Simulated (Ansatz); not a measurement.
PbSe, h-MgO type, relaxed with r2SCAN, was run in Ansatz under altered settings. All numbers are computed, without spin polarisation but where a row says otherwise.

```
CELL_PARAMETERS angstrom
5.17413 0.00000 0.00000
-2.58707 4.48093 0.00000
0.00000 0.00000 6.21328
ATOMIC_POSITIONS crystal
Pb 0.33333 0.66667 0.25000
Pb 0.66667 0.33333 0.75000
Se 0.66667 0.33333 0.25000
Se 0.33333 0.66667 0.75000
```

The base run's other keys:
```yaml
kpoints:
  mp_grid: { grid: [6, 6, 2] }
hamiltonian:
  xc: hse06
scf:
  occupations: { method: fixed }
  n_extra_bands: 5
```

It takes 16 iterations with 2835 plane waves at 420 eV and 14 k points, and leaves a mean stress of +0.71 GPa. The gap over this mesh is 1.674 eV. It ran on 4 threads of Arm Neoverse V1, with other jobs on the host.

Outcomes, with energy and stress as changes against the base:
```
                                  setting    outcome  ΔF (meV/atom)  Δ mean stress (GPa)  gap on the mesh (eV)  iterations  wall time
PBE hybrid, exx coeff 0.75, omega 0.3 1/Å  converged              –                 -1.0                 2.427          18       44 s
   PBE hybrid, exx coeff 0.15, unscreened  converged              –                 +0.3                 1.821          15       35 s
                    scf.mixing.beta: -0.3    refused              –                    –                     –           –     0.01 s
       kpoints.mp_grid.shift: [0, 0, 0.5]  converged           -184                 -1.5                 2.434          15       32 s
```
A dash marks a value that wasn't obtained or can't be compared. Stress is positive in compression. The base took 37 s. The base's mesh is coarse for a hybrid, so its own values aren't converged.

- PBE hybrid, exx coeff 0.75, omega 0.3 1/Å. That is 75 % exact exchange, screened with ω = 0.3 1/Å, against HSE06's 25 % screened at 0.208 1/Å. The mean stress moves by -1.0 GPa and the gap on the mesh by +0.753 eV (to 2.427). Totals of different functionals aren't comparable.
- PBE hybrid, exx coeff 0.15, unscreened. That is 15 % exact exchange, at all ranges, against HSE06's 25 % screened at 0.208 1/Å. The mean stress moves by +0.3 GPa and the gap on the mesh by +0.148 eV (to 1.821). Totals of different functionals aren't comparable.
- scf.mixing.beta: -0.3. The program doesn't start. Error: invalid value for `scf.mixing.beta`: must be finite and in (0, 1]; got -0.3
- kpoints.mp_grid.shift: [0, 0, 0.5]. The free energy moves by -184 meV an atom, the mean stress by -1.5 GPa (single components by up to 7.3) and the gap on the mesh by +0.760 eV (to 2.434). The gap changes mostly because other points are sampled; a mesh that misses a band edge overestimates it.

Spin-orbit coupling is left out; in compounds of Pb, Bi, Tl or Hg it can lower a gap by up to about 1 eV, split its edges or invert the bands.

The stress of a hybrid is loosely converged in these runs.

The meshes of the hybrids are coarse, so their gaps aren't converged to the digits shown.
